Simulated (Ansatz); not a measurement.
**Ga under pressure**

Level of theory: Ansatz, DFT PBEsol, scalar-relativistic, plane waves, PAW. Cutoff 420 eV, 16×16×12 k-points (Γ-centred), Fermi-Dirac smearing of 0.15 eV. No spin polarisation. Phonons by linear response, acoustic sum rule imposed.

Relaxed structure:
```cif
data_structure
_symmetry_space_group_name_H-M 'P 1'
_symmetry_Int_Tables_number 1
_cell_length_a 4.2047
_cell_length_b 4.2047
_cell_length_c 3.2991
_cell_angle_alpha 91.098
_cell_angle_beta 91.098
_cell_angle_gamma 141.892
_cell_volume 35.93
loop_
_atom_site_label
_atom_site_type_symbol
_atom_site_fract_x
_atom_site_fract_y
_atom_site_fract_z
_atom_site_occupancy
Ga1 Ga 0.86625 0.13375 0.25000 1
Ga2 Ga 0.13375 0.86625 0.75000 1
```

In a metal, frequencies and elastic constants depend on the k mesh and the smearing, soft modes and shear constants most.

Optical modes at Γ (cm⁻¹) at zero pressure: 47, 122, 192.

Task: Under hydrostatic pressure the same modes lie at 62, 153, 239 cm⁻¹. What is the pressure, and how much has the cell shrunk?

Result: 10 GPa; the volume is 11.5 % smaller.

This form isn't the element's structure at ambient conditions.